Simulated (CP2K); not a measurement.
Runs of CP2K 2026.2 on B. It takes space group P4/mmm (No. 123, tetragonal). The conventional cell has a = 2.346 Å, b = 2.346 Å, c = 1.586 Å, α = 90.00°, β = 90.00°, γ = 90.00°. B (site symmetry 4/mmm) has 2 B at 1.59 Å as nearest neighbours. The cell was built by a generator and needn't be a form met in nature.

```csv
task,level,potentials or basis,cell,k mesh,smearing,EPS_DEFAULT,k points reduced by the point group,NGRIDS,basis sets,potentials,gap on the mesh (eV),pressure (GPa)
band structure,PBEsol,POTENTIAL_UZH B GTH-PBE-q3; TZVP-MOLOPT-PBE-GTH basis,as given,11 × 11 × 16,fermi-dirac 0.0259 eV,1.0E-10,yes,5,B TZVP-MOLOPT-PBE-GTH-q3,B GTH-PBE-q3 of POTENTIAL_UZH,none,(a)
relaxation of cell and atoms,LDA,GTH_POTENTIALS B GTH-PADE-q3; TZVP-MOLOPT-PBE-GTH basis,relaxed,9 × 9 × 13,fermi-dirac 0.0259 eV,1.0E-10,-,4,B TZVP-MOLOPT-PBE-GTH-q3,B GTH-PADE-q3 of GTH_POTENTIALS,none,0.0
band structure,TB-mBJ,POTENTIAL_UZH B GTH-PBE-q3; TZVP-MOLOPT-PBE-GTH basis,as given,11 × 11 × 16,fermi-dirac 0.0259 eV,1.0E-9,yes,5,B TZVP-MOLOPT-PBE-GTH-q3,B GTH-PBE-q3 of POTENTIAL_UZH,none,-
band structure,r2SCAN,POTENTIAL_UZH B GTH-SCAN-q3; TZVP-MOLOPT-SCAN-GTH basis,as given,11 × 11 × 16,fermi-dirac 0.1 eV,1.0E-10,yes,5,B TZVP-MOLOPT-SCAN-GTH-q3,B GTH-SCAN-q3 of POTENTIAL_UZH,none,-2.6
```

Alike in all rows: no spin polarisation.

Q: Fill in the values left out.

A: (a) -2.3.

Caveats: the basis of atomic orbitals isn't converged, which shifts pressures, moduli and gaps; the potentials were made for another functional, which shifts forces and pressure (some runs); this is a model potential without an energy functional, so only levels have meaning (some runs).

A gap of «none» marks a metal or a gap under the smearing width.
